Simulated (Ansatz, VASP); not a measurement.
## In3Se in VASP and in Ansatz

INCAR

```
SYSTEM = In3Se
PREC = Accurate ; ENCUT = 520
EDIFF = 1E-7 ; ISMEAR = 0
SIGMA = 0.01 ; LREAL = .FALSE.
LASPH = .TRUE. ; NELM = 100
ALGO = Normal ; ISIF = 2
LWAVE = .FALSE. ; LCHARG = .FALSE.
GGA = PS ; NBANDS = 30
```

The input KPOINTS:

```
Automatic mesh
0
G
  5 5 5
  0 0 0
```

The input POSCAR:

```
In3Se
1.0
    4.8037580000      0.0000000000      0.0000000000
    0.0000000000      4.8037580000      0.0000000000
    0.0000000000      0.0000000000      4.8037580000
In Se
3 1
Direct
    0.0000000000      0.5000000000      0.5000000000
    0.5000000000      0.0000000000      0.5000000000
    0.5000000000      0.5000000000      0.0000000000
    0.0000000000      0.0000000000      0.0000000000
```

Input for Ansatz:

```yaml
crystal:
  lattice:
    - [4.803758, 0.0, 0.0]
    - [0.0, 4.803758, 0.0]
    - [0.0, 0.0, 4.803758]
  atoms:
    - { symbol: In, position: [0.0, 0.5, 0.5] }
    - { symbol: In, position: [0.5, 0.0, 0.5] }
    - { symbol: In, position: [0.5, 0.5, 0.0] }
    - { symbol: Se, position: [0.0, 0.0, 0.0] }
basis:
  ecutwfc: 420
kpoints:
  mp_grid: { grid: [5, 5, 5] }
hamiltonian:
  xc: pbesol
scf:
  occupations: { method: gaussian, width: 0.01 }
output:
  forces: true
  stress: true
  eigenvalues: true
```

Alike in both runs: task single point; functional PBEsol; k mesh 5 × 5 × 5; occupations gaussian, width 0.01 eV; no spin polarisation.

|  | VASP | Ansatz |
| --- | --- | --- |
| version | VASP 6.6.1 | Ansatz 0.2.0 |
| potentials or method | VASP PAW PBE potentials, release 64 (In_d, Se) | scalar-relativistic, plane waves, PAW |
| plane-wave cutoff (eV) | 520 | 420 |
| valence electrons in the cell | 45 | 55 |

```csv
,VASP,Ansatz,Ansatz less VASP
gap on the k mesh at the Fermi level (eV),none,none,-
pressure (GPa),-2.5,-2.4,+0.02
```

A gap of «none» marks a metal or a gap that the smearing closes. With one functional, cell and mesh, what is left measures potentials, basis and numerics. The two sets of potentials don't hold the same shells in valence.

Caveats: the PAW data sets were made with another functional, which shifts forces and pressure a little (VASP).
